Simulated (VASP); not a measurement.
FeO, 4 atoms in the cell. Symmetry: R-3m, No. 166, trigonal system. Conventional cell: a = 3.035 Å, b = 3.035 Å, c = 7.547 Å, α = 90.00°, β = 90.00°, γ = 120.00°. Around Fe (site symmetry -3m) lie 6 O at 2.16 Å. O (site symmetry -3m) is surrounded by 6 Fe at 2.16 Å. 

| Quantity | Value |
| --- | --- |
| Program | VASP 6.6.1 |
| Task | single point |
| Functional | PBEsol |
| Potentials or basis | VASP PAW PBE potentials, release 64 (Fe, O) |
| Cutoff | 450 eV |
| k mesh | 13 × 13 × 11 |
| Occupations | gaussian, width 0.05 eV |
| Spin | collinear spin, ferromagnetic start |
| Starting moments | [4.0, 4.0, 0.0, 0.0] μB |
| Hubbard terms | Fe d U = 4 eV |
| Further INCAR settings | ALGO = Normal; EDIFF = 1e-06; NBANDS = 26 |

Potentials or basis: VASP PAW PBE potentials, release 64 (Fe, O).

Launch:

```sh
$ cat potpaw_PBE.64/Fe/POTCAR potpaw_PBE.64/O/POTCAR > POTCAR
$ mpirun -np 1 vasp_std > vasp.out
```

Hardware: 1 thread of Intel(R) Xeon(R) Platinum 8488C (Sapphire Rapids), with other jobs on the host.

Problem. Estimate the wall time of this run.

Solution. Run time: 69 min on 1 thread of Intel(R) Xeon(R) Platinum 8488C (Sapphire Rapids), with other jobs on the host, peak memory 1.1 GiB. Counts: scf iterations 28, k points 900.
